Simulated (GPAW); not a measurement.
Runs of GPAW 26.7.0 on CdSe (Cadmoselite). The structure is hexagonal, space group P6_3mc (No. 186). The conventional cell has a = 4.300 Å, b = 4.300 Å, c = 7.020 Å, α = 90.00°, β = 90.00°, γ = 120.00°. Around Cd (site symmetry 3m) lie 4 Se at 2.61 to 2.70 Å. Se (site symmetry 3m) has 4 Cd at 2.61 to 2.70 Å as nearest neighbours. 

```csv
task,level,cell,eigensolver,optimizer,fmax,max steps,convergence,gap on the mesh (eV),pressure (GPa),relaxed volume (Å³/atom),largest force (eV/Å)
relaxation of cell and atoms,BLYP+D3(BJ),relaxed,davidson,LBFGS,0.01 eV/Å,40,-,0.54,0.0,28.54,-
relaxation of cell and atoms,PBEsol+D3,relaxed,-,BFGS,0.02 eV/Å,60,density=1e-05 forces=0.0001,0.62,0.0,(b),-
relaxation of cell and atoms,PBEsol+D3(BJ)+ATM,relaxed,-,BFGS,0.02 eV/Å,60,density=1e-05 forces=0.0001,0.60,0.0,(a),0.02
relaxation of cell and atoms,PBEsol+D3(BJ),relaxed,-,BFGS,0.02 eV/Å,60,density=1e-05 forces=0.0001,0.61,0.0,27.16,0.02
```

Alike in all rows: potentials or basis PAW data sets generated in the run's folder for this functional, pw; no spin polarisation; k mesh 5 × 5 × 3; cutoff (eV) 600; smearing fermi-dirac 0.05 eV.

**Question.** Estimate the missing entries.

**Answer.** (a) 27.27; (b) 27.12.

Caveats: later steps reuse the first step's grids.

A k mesh can miss the band edges, and the runs leave out spin-orbit coupling on Cd, Se.
